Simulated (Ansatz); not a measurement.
Relaxation of a periodic cell of 17 atoms, Mg₈HO₈ (host MgO, host structure Fm-3m, interstitial H), cell charge +1, to a largest force component of 0.03 eV/Å in at most 60 steps.

Method: DFT PBE, scalar-relativistic, plane waves, PAW in Ansatz 0.2.0. Settings: cutoff 420 eV, k mesh 3x3x3, fermi-dirac smearing 0.02 eV, no spin polarisation.

```xyz
17
Lattice="0.0000 3.7580 3.7580 3.7580 0.0000 3.7580 3.7580 3.7580 0.0000" Properties=species:S:1:pos:R:3
Mg 0.000 0.000 0.000
O 1.879 1.879 1.879
Mg 1.879 1.879 0.000
O 3.758 3.758 1.879
Mg 1.879 0.000 1.879
O 3.758 1.879 3.758
Mg 3.758 1.879 1.879
O 5.637 3.758 3.758
Mg 0.000 1.879 1.879
O 1.879 3.758 3.758
Mg 1.879 3.758 1.879
O 3.758 5.637 3.758
Mg 1.879 1.879 3.758
O 3.758 3.758 5.637
Mg 3.758 3.758 3.758
O 5.637 5.637 5.637
H 2.806 2.844 -0.927
```

**Question.** Where does it end, and by what steps?

**Answer.** The run converged. Limits of this set-up: a small cell, in which the defect meets its images, a typed lattice constant that wasn't relaxed here, charged cell in a uniform background, uncorrected. After 9 steps the energy has fallen by 1.435 eV; H17 moved furthest, 0.52 Å. Joined: O8–H17 (1.60 → 0.99 Å).

```tsv
step	energy less start (eV)	largest force component (eV/Å)	accepted
0	0.0000	2.309	yes
1	-0.4652	1.364	yes
2	-0.7436	0.093	yes
3	-0.7471	0.101	yes
4	-0.7525	0.158	yes
5	-0.9062	0.936	yes
6	-1.2869	1.328	yes
7	-1.4351	0.053	yes
8	-1.4351	0.052	yes
9	-1.4355	0.004	yes
```

```xyz
17
Lattice="0.0000 3.7580 3.7580 3.7580 0.0000 3.7580 3.7580 3.7580 0.0000" Properties=species:S:1:pos:R:3
Mg 0.122 0.019 0.019
O 1.885 1.867 1.866
Mg 1.861 1.758 0.019
O 3.771 3.753 1.866
Mg 1.860 0.019 1.757
O 3.771 1.867 3.752
Mg 3.763 1.875 1.874
O 5.691 3.704 3.704
Mg 0.009 1.871 1.870
O 1.932 3.706 3.705
Mg 1.899 3.739 1.862
O 3.758 5.638 3.749
Mg 1.899 1.863 3.738
O 3.758 3.749 5.637
Mg 3.775 3.739 3.738
O 5.646 5.638 5.637
H 2.504 3.134 -0.625
```

Whether the end is a true minimum wasn't checked by a vibrational analysis.

The run took 30 s on 2 threads of INTEL(R) XEON(R) PLATINUM 8581C CPU @ 2.30GHz (Emerald Rapids), on a shared host, peak memory 0.53 GiB.
